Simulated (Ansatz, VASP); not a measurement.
# ZnS (Wurtzite) in two plane-wave programs

One calculation is typed for both programs; each brings its own data sets and cutoff. How far apart do they land? The cell is taken from a series of VASP runs on this material, whose earlier steps may have relaxed, scaled or displaced it; both programs get it as it stands.

Calculated with Ansatz 0.2.0; plane waves, with VASP 6.6.1 beside it; band structure at HSE06 and band structure at PBE0.

### 1. The structure

Symmetry: P6_3mc, No. 186, hexagonal system. Conventional cell: a = 3.811 Å, b = 3.811 Å, c = 6.234 Å, α = 90.00°, β = 90.00°, γ = 120.00°. Nearest to Zn lie 4 S at 2.33 to 2.34 Å. S has 4 Zn at 2.33 to 2.34 Å nearest. Farther neighbours and most contacts between anions are not listed.

### 2. VASP: band structure, HSE06

Levels along a path test the potential and the projectors away from the mesh points.

Lines of VASP's logs that name or quote its potential files are left out, and so is its time.

The run reads the wave functions of an earlier VASP run, which isn't shown here.

INCAR reads:

```
SYSTEM = ZnS
PREC = Accurate
ENCUT = 350
EDIFF = 1E-06
NELM = 100
ISMEAR = 0
SIGMA = 0.03
LREAL = .FALSE.
ALGO = Normal
LHFCALC = .TRUE.
AEXX = 0.25
GGA = PE
HFSCREEN = 0.2
LASPH = .TRUE.
NBANDS = 24
PRECFOCK = Fast
LORBIT = 11
LWAVE = .FALSE.
LCHARG = .FALSE.
KPAR = 4
```

POSCAR reads:

```
ZnS
1.0
    3.8110000000      0.0000000000      0.0000000000
   -1.9055000000      3.3004228138      0.0000000000
    0.0000000000      0.0000000000      6.2340000000
Zn S
2 2
Direct
    0.3333333333      0.6666666667      0.5000000000
    0.6666666667      0.3333333333      0.0000000000
    0.3333333333      0.6666666667      0.8750000000
    0.6666666667      0.3333333333      0.3750000000
```

KPOINTS reads:

```
Automatic mesh
0
Gamma
4 4 3
0 0 0
```

KPOINTS_OPT reads:

```
Line mode
10
Line-mode
Reciprocal
  0.00000000   0.00000000   0.00000000 GAMMA
  0.50000000   0.00000000   0.00000000 M

  0.50000000   0.00000000   0.00000000 M
  0.33333333   0.33333333   0.00000000 K

  0.33333333   0.33333333   0.00000000 K
  0.00000000   0.00000000   0.00000000 GAMMA

  0.00000000   0.00000000   0.00000000 GAMMA
  0.00000000   0.00000000   0.50000000 A

  0.00000000   0.00000000   0.50000000 A
  0.50000000   0.00000000   0.50000000 L

  0.50000000   0.00000000   0.50000000 L
  0.33333333   0.33333333   0.50000000 H

  0.33333333   0.33333333   0.50000000 H
  0.00000000   0.00000000   0.50000000 A

  0.50000000   0.00000000   0.50000000 L
  0.50000000   0.00000000   0.00000000 M

  0.33333333   0.33333333   0.00000000 K
  0.33333333   0.33333333   0.50000000 H
```

Potentials, in the order of the species: Zn and S (PBE family, release 64).

The run is started by

```console
> mpirun -np 8 vasp_std
```

Numbers of over 12 decimals in the logs are rounded to 6 here.

Log:

```text
[banner, memory and clock lines left out]
running    8 mpi-ranks, on    1 nodes
 distrk:  each k-point on    2 cores,    4 groups
 distr:  one band on    1 cores,    2 groups

 POSCAR found type information on POSCAR ZnS
 POSCAR found :  2 types and       4 ions
|                                                                             |
|           W    W    AA    RRRRR   N    N  II  N    N   GGGG   !!!           |
|           W    W   A  A   R    R  NN   N  II  NN   N  G    G  !!!           |
|           W    W  A    A  R    R  N N  N  II  N N  N  G       !!!           |
|           W WW W  AAAAAA  RRRRR   N  N N  II  N  N N  G  GGG   !            |
|           WW  WW  A    A  R   R   N   NN  II  N   NN  G    G                |
|           W    W  A    A  R    R  N    N  II  N    N   GGGG   !!!           |
|                                                                             |
|     For optimal performance we recommend to set                             |
|       NCORE = 2 up to number-of-cores-per-socket                            |
|     NCORE specifies how many cores store one orbital (NPAR=cpu/NCORE).      |
|     This setting can greatly improve the performance of VASP for DFT.       |
|     The default, NCORE=1 might be grossly inefficient on modern             |
|     multi-core architectures or massively parallel machines. Do your        |
|     Unfortunately you need to use the default for GW and RPA                |
|     calculations (for HF NCORE is supported but not extensively tested      |
|     yet).                                                                   |
|                                                                             |

 LDA part: xc-table for (Slater+PW92), standard interpolation
 found WAVECAR, reading the header
 POSCAR, INCAR and KPOINTS ok, starting setup
 FFT: planning ... GRIDC
 FFT: planning ... GRID_SOFT
 FFT: planning ... GRID
 reading WAVECAR
 the WAVECAR file was read successfully
 initial charge from wavefunction
 entering main loop
       N       E                     dE             d eps       ncg     rms          rms(c)
DAV:   1    -0.168120657968E+02   -0.16812E+02   -0.30154E+00   456   0.402E+01    0.399E+00
DAV:   2    -0.167316838346E+02    0.80382E-01   -0.75019E-01   424   0.147E+01    0.239E+00
DAV:   3    -0.167281036382E+02    0.35802E-02   -0.88093E-02   480   0.405E+00    0.171E+00
DAV:   4    -0.167272318823E+02    0.87176E-03   -0.10325E-02   504   0.102E+00    0.103E+00
DAV:   5    -0.167268861975E+02    0.34568E-03   -0.16413E-03   488   0.286E-01    0.628E-01
DAV:   6    -0.167267865349E+02    0.99663E-04   -0.26145E-04   464   0.131E-01    0.366E-01
DAV:   7    -0.167267349406E+02    0.51594E-04   -0.22858E-05   448   0.306E-02    0.195E-01
DAV:   8    -0.167267171352E+02    0.17805E-04   -0.10507E-05   464   0.197E-02    0.994E-02
DAV:   9    -0.167267113763E+02    0.57589E-05   -0.34189E-06   440   0.123E-02    0.504E-02
DAV:  10    -0.167267093769E+02    0.19994E-05   -0.10839E-06   328   0.764E-03    0.267E-02
DAV:  11    -0.167267086150E+02    0.76188E-06   -0.58080E-07   312   0.555E-03
   1 F= -.16726709E+02 E0= -.16726709E+02  d E =-.162692E-21
 Start KPOINTS_OPT (optional k-point list driver)
k-point batch [1-8\90]
       N       E                     dE             ncg
DAV:   1     0.750607784212E+03   -0.20747E+04      384
DAV:   2    -0.122404130339E+04   -0.19746E+04      384
DAV:   3    -0.141547706672E+04   -0.19144E+03      440
DAV:   4    -0.142197200111E+04   -0.64949E+01      472
DAV:   5    -0.142208397316E+04   -0.11197E+00      480
DAV:   6    -0.142208665521E+04   -0.26820E-02      464
DAV:   7    -0.142208673803E+04   -0.82829E-04      464
DAV:   8    -0.142208674147E+04   -0.34365E-05      400
DAV:   9    -0.142208674167E+04   -0.19779E-06      312
[...]
k-point batch [89-90\90]
       N       E                     dE             ncg
DAV:   1     0.656089359018E+04   -0.20552E+04       96
DAV:   2     0.607476582884E+04   -0.48613E+03       96
DAV:   3     0.603174946590E+04   -0.43016E+02      128
DAV:   4     0.603055000136E+04   -0.11995E+01      120
DAV:   5     0.603053390487E+04   -0.16096E-01      112
DAV:   6     0.603053356204E+04   -0.34283E-03      112
DAV:   7     0.603053355252E+04   -0.95142E-05      112
DAV:   8     0.603053355222E+04   -0.29907E-06       80
```

OUTCAR, selected parts (step 2):

```text
ion  position               nearest neighbor table
   1  0.333  0.667  0.500-   4 2.33   4 2.33   4 2.33   3 2.34
   2  0.667  0.333  0.000-   3 2.33   3 2.33   3 2.33   4 2.34
   3  0.333  0.667  0.875-   2 2.33   2 2.33   2 2.33   1 2.34
   4  0.667  0.333  0.375-   1 2.33   1 2.33   1 2.33   2 2.34

  LATTYP: Found a hexagonal cell.
 ALAT       =     3.8110000000
 C/A-ratio  =     1.6357911309

 Subroutine GETGRP returns: Found 12 space group operations
 (whereof  6 operations were pure point group operations)

The static configuration has the point symmetry C_3v.
 The point group associated with its full space group is C_6v.

 Found      8 irreducible k-points:

   k-points           NKPTS =      8   k-points in BZ     NKDIM =     48   number of bands    NBANDS=     24

   dimension x,y,z NGX =    24 NGY =   24 NGZ =   40
   dimension x,y,z NGXF=    48 NGYF=   48 NGZF=   80

   ENCUT  =  350.0 eV  25.72 Ry    5.07 a.u.   5.81  5.81  9.51*2*pi/ulx,y,z

   NELECT =      36.0000    total number of electrons

 k-points in reciprocal lattice and weights: Automatic mesh
   0.00000000  0.00000000  0.00000000       0.021
   0.25000000  0.00000000  0.00000000       0.125
   0.50000000  0.00000000  0.00000000       0.062
   0.25000000  0.25000000  0.00000000       0.125
   0.00000000  0.00000000  0.33333333       0.042
   0.25000000  0.00000000  0.33333333       0.250
   0.50000000  0.00000000  0.33333333       0.125
   0.25000000  0.25000000  0.33333333       0.250

  exchange ACFDT corr.  =         0.00000000  see jH, gK, PRB 81, 115126

 average (electrostatic) potential at core
       1 -28.6256       2 -28.6256       3 -84.8749       4 -84.8749

 E-fermi :   1.6492

 k-point     1 :       0.0000    0.0000    0.0000
  band No.  band energies     occupation
    ...
     14       0.4878      2.00000
     15       0.4878      2.00000
     16       1.3945      2.00000
     17       1.4527      2.00000
     18       1.4527      2.00000
     19       4.9173      0.00000
     20       5.7862      0.00000
     21       9.0490      0.00000
     22       9.0490      0.00000
     23       9.3683      0.00000
    ...

 k-point     2 :       0.2500    0.0000    0.0000
  band No.  band energies     occupation
    ...
     14      -1.7529      2.00000
     15      -0.9014      2.00000
     16      -0.2975      2.00000
     17       0.7949      2.00000
     18       0.9719      2.00000
     19       6.6567      0.00000
     20       6.7896      0.00000
     21       8.6352      0.00000
     22       9.3176      0.00000
     23       9.7973      0.00000
    ...

 k-point     3 :       0.5000    0.0000    0.0000
  band No.  band energies     occupation
    ...
     14      -2.9711      2.00000
     15      -2.0354      2.00000
     16      -0.9365      2.00000
     17      -0.3297      2.00000
     18       0.5089      2.00000
     19       6.2383      0.00000
     20       7.0233      0.00000
     21       7.6689      0.00000
     22       9.6442      0.00000
     23      10.3795      0.00000
    ...

  energy-cutoff  :      350.00
  volume of cell :       78.41
      direct lattice vectors                 reciprocal lattice vectors
     3.811000000  0.000000000  0.000000000     0.262398321  0.151495741  0.000000000
    -1.905500000  3.300422814  0.000000000     0.000000000  0.302991482  0.000000000
     0.000000000  0.000000000  6.234000000     0.000000000  0.000000000  0.160410651

 POSITION                                       TOTAL-FORCE (eV/Angst)
 -----------------------------------------------------------------------------------
     -0.00000      2.20028      3.11700        -0.000000      0.000000      0.011259
      1.90550      1.10014      0.00000         0.000000     -0.000000      0.011259
     -0.00000      2.20028      5.45475         0.000000     -0.000000     -0.011259
      1.90550      1.10014      2.33775        -0.000000      0.000000     -0.011259
 -----------------------------------------------------------------------------------
    total drift:                               -0.000000      0.000001     -0.003185

  FREE ENERGIE OF THE ION-ELECTRON SYSTEM (eV)
  ---------------------------------------------------
  free  energy   TOTEN  =       -16.7267086150 eV

  energy  without entropy=      -16.7267086150  energy(sigma->0) =      -16.72670862

 total charge
# of ion       s       p       d       tot
------------------------------------------
    1        0.486   0.476   9.835  10.796
    2        0.486   0.476   9.835  10.796
    3        1.304   2.477   0.000   3.781
    4        1.304   2.477   0.000   3.781
--------------------------------------------------
tot          3.580   5.906  19.669  29.155

[... 3 further parts left out ...]
```

The k-mesh is coarse for exact exchange; levels may shift by about 0.1 eV on a finer one.

(Continued in part 2 of 3.)

[Lines on the potential files, build, host, timing and source positions are cut from VASP's logs without a mark.]

[Logs are printed without paths, hosts, clocks, repeated set-up lines and the standing remarks that a program may print on its own settings, such as how far it seeks lower states.]

[Hosts, paths, dates, database ids (printed as entryN), source tags and the programs' standing remarks are cut or masked in the printed files.]
